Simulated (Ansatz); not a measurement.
# MgS: the cost of one run

Code: Ansatz 0.2.0. PAW datasets, plane waves, zero pressure. No spin polarisation and no zero-point or thermal motion; the cell was built from a prototype and may be hypothetical.

## Step 1: The cell

This is the cell as the run starts from it, not yet at rest; its lengths are not the crystal's.

The symmetry is P6_3mc (No. 186, hexagonal); conventional cell a = 3.831 Å, c = 6.255 Å, 19.87 Å³ an atom. Near Mg stand 4 S at 2.35 Å; near S stand 4 Mg at 2.35 Å.

Structure file:

```cif
data_structure
_symmetry_space_group_name_H-M 'P6_3mc'
_symmetry_Int_Tables_number 186
_cell_length_a 3.8305
_cell_length_b 3.8305
_cell_length_c 6.2552
_cell_angle_alpha 90.000
_cell_angle_beta 90.000
_cell_angle_gamma 120.000
_cell_volume 79.49
loop_
_atom_site_label
_atom_site_type_symbol
_atom_site_symmetry_multiplicity
_atom_site_Wyckoff_symbol
_atom_site_fract_x
_atom_site_fract_y
_atom_site_fract_z
_atom_site_occupancy
Mg1 Mg 2 b 0.33333 0.66667 0.00000 1
S1 S 2 b 0.33333 0.66667 0.37500 1
```

## Step 2: PBE: cell and atoms

input.yaml

```yaml
crystal:
  lattice:
    - [3.8305120598, 0.0, 0.0]
    - [-1.9152560299, 3.3173207533, 0.0]
    - [0.0, 0.0, 6.2552261936]
  atoms:
    - { symbol: Mg, position: [0.3333333333, 0.6666666667, 0.0] }
    - { symbol: Mg, position: [0.6666666667, 0.3333333333, 0.5] }
    - { symbol: S, position: [0.3333333333, 0.6666666667, 0.375] }
    - { symbol: S, position: [0.6666666667, 0.3333333333, 0.875] }
kpoints:
  mp_grid: { grid: [12, 12, 4] }
hamiltonian:
  xc: pbe
scf:
  occupations: { method: fermi_dirac, width: 0.02 }
relax:
  f_tol: 0.005
  cell: {}
```

Started as:

```
$ ansatz run input.yaml --threads 2 --pin off --max-ram 2211MiB --backend cpu --events-out ev --progress --plain --runs-dir out
```

**Question.** How long does this run take on 2 threads of Arm Neoverse V1, shared host, and how much memory does it need?

About 21 s, with a peak of 0.38 GiB.
